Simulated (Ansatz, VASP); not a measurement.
# One calculation of LiF, two programs

```xyz
2
Lattice="0.0000 1.9732 1.9732 1.9732 0.0000 1.9732 1.9732 1.9732 0.0000" Properties=species:S:1:pos:R:3 pbc="T T T"
Li    0.0000    0.0000    0.0000
F     1.9732    1.9732    1.9732
```

Change from the starting cell: volume scaled by 0.9405, PAW files.

Alike in both runs: task electric field gradients; functional PBE; k mesh 10 × 10 × 10; occupations fermi-dirac, width 0.03 eV; no spin polarisation.

```csv
,VASP,Ansatz
version,VASP 6.6.1,Ansatz 0.2.0
potentials or method,"VASP PAW PBE potentials, release 64 (Li_sv, F)","PAW with Ansatz's default frozen-core files, scalar-relativistic"
plane-wave cutoff (eV),520,420
valence electrons in the cell,10,10
```

VASP gave:

- gap on the k mesh at the Fermi level (eV): 9.66
- Vzz of the field gradient on the site that differs most (V/Å²): 0.0

Q: What did Ansatz give for the same quantities?

A: gap on the k mesh at the Fermi level (eV): 9.65; Vzz of the field gradient on the site that differs most (V/Å²): 0.0.

 A k mesh can miss the band edges.
